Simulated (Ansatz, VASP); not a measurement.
## Two plane-wave programs on Lu

The input POSCAR:

```
Lu
1.0
    3.5031000000      0.0000000000      0.0000000000
   -1.7515500000      3.0337735920      0.0000000000
    0.0000000000      0.0000000000      5.5509000000
Lu
2
Direct
    0.6666666667      0.3333333333      0.7500000000
    0.3333333333      0.6666666667      0.2500000000
```

INCAR.step1

```
SYSTEM = Lu
  PREC = Accurate
  ENCUT = 520
  ISMEAR = -1
  SIGMA = 0.05
  LREAL = .FALSE.
  LASPH = .TRUE.
  NELM = 80
  NBANDS = 32
  GGA = PE
  ALGO = Normal
  EDIFF = 1E-4
  LWAVE = .TRUE.
  LCHARG = .FALSE.
```

INCAR.step2

```
SYSTEM = Lu
  PREC = Accurate
  ENCUT = 520
  EDIFF = 1E-6
  ISMEAR = -1
  SIGMA = 0.05
  LREAL = .FALSE.
  LASPH = .TRUE.
  NELM = 80
  ALGO = Normal
  ISIF = 2
  LWAVE = .FALSE.
  LCHARG = .FALSE.
  METAGGA = R2SCAN
  LMIXTAU = .TRUE.
  NBANDS = 32
  ISTART = 1
```

File KPOINTS:

```
regular mesh
0
G
  9 9 5
  0 0 0
```

Contents of input.yaml:

```yaml
crystal:
  lattice:
    - [3.5031, 0.0, 0.0]
    - [-1.75155, 3.033773592, 0.0]
    - [0.0, 0.0, 5.5509]
  atoms:
    - { symbol: Lu, position: [0.6666666667, 0.3333333333, 0.75] }
    - { symbol: Lu, position: [0.3333333333, 0.6666666667, 0.25] }
hamiltonian:
  xc: r2scan
  pseudopotentials: { kind: paw }
kpoints:
  mp_grid: { grid: [9, 9, 5] }
  band_path:
    path:
      - [[0.0, 0.0, 0.0], [0.5, 0.0, 0.0], [0.3333333333, 0.3333333333, 0.0], [0.0, 0.0, 0.0], [0.0, 0.0, 0.5], [0.5, 0.0, 0.5], [0.3333333333, 0.3333333333, 0.5], [0.0, 0.0, 0.5]]
      - [[0.5, 0.0, 0.5], [0.5, 0.0, 0.0]]
      - [[0.3333333333, 0.3333333333, 0.0], [0.3333333333, 0.3333333333, 0.5]]
    npoints: 14
scf:
  occupations: { method: fermi_dirac, width: 0.05 }
  n_extra_bands: 6
output:
  forces: true
  stress: true
  eigenvalues: true
  fatbands: true
```

Alike in both runs: functional r2SCAN; k mesh 9 × 9 × 5; occupations fermi-dirac, width 0.05 eV; no spin polarisation.

|  | VASP | Ansatz |
| --- | --- | --- |
| version | VASP 6.6.1 | Ansatz 0.2.0 |
| potentials or method | VASP PAW PBE potentials, release 64 (Lu) | Ansatz PAW |
| plane-wave cutoff (eV) | 520 | 500 |
| valence electrons in the cell | 50 | 50 |
| task | single point | band structure |

Ansatz gave:

| Quantity | Value |
| --- | --- |
| gap on the k mesh at the Fermi level (eV) | none |
| pressure (GPa) | -0.6 |
| largest component of the traceless stress (GPa) | 0.68 |

**Question.** Estimate VASP's values.

**Answer.** gap on the k mesh at the Fermi level (eV): none; pressure (GPa): -0.3; largest component of the traceless stress (GPa): 0.72.

A gap of «none» marks a metal or a gap that the smearing closes. With one functional, cell and mesh, what is left measures potentials, basis and numerics.

Caveats: the PAW data sets were made with another functional, which shifts forces and pressure a little (VASP); spin-orbit coupling is left out, which moves the levels of the heavy elements (Ansatz); the PAW data sets come from PBE, with cores solved anew for the run's functional, which leaves a small shift of forces and pressure (Ansatz). The runs have no spin-orbit coupling, so splittings on Lu are missing.
